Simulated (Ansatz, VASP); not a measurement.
Two plane-wave programs on KF

```
CELL_PARAMETERS angstrom
3.30184 0.00000 0.00000
0.00000 3.30184 0.00000
0.00000 0.00000 3.30184
ATOMIC_POSITIONS crystal
K 0.00000 0.00000 0.00000
F 0.50000 0.50000 0.50000
```

Change from the starting cell: volume scaled by 1.04.

Alike in both runs: task single point; functional PBE; k mesh 8 × 8 × 8; occupations fermi-dirac, width 0.05 eV; no spin polarisation.

```csv
,VASP,Ansatz
version,VASP 6.6.1,Ansatz 0.2.0
potentials or method,"VASP PAW PBE potentials, release 64 (K_sv, F)",Ansatz PAW
plane-wave cutoff (eV),520,420
valence electrons in the cell,16,16
```

Ansatz gave:

* gap on the k mesh at the Fermi level (eV): 6.01
* least direct gap on the mesh (eV): 6.07
* pressure (GPa): -1.2

Task: Which values does VASP return?

Result: gap on the k mesh at the Fermi level (eV): 6.00; least direct gap on the mesh (eV): 6.05; pressure (GPa): -1.2.

The functional is the same, so the differences come from potentials, cutoffs and numerics.

Caveats: the pressure holds a Pulay correction of +0.3 GPa for the finite cutoff (Ansatz). A k mesh can miss the band edges.
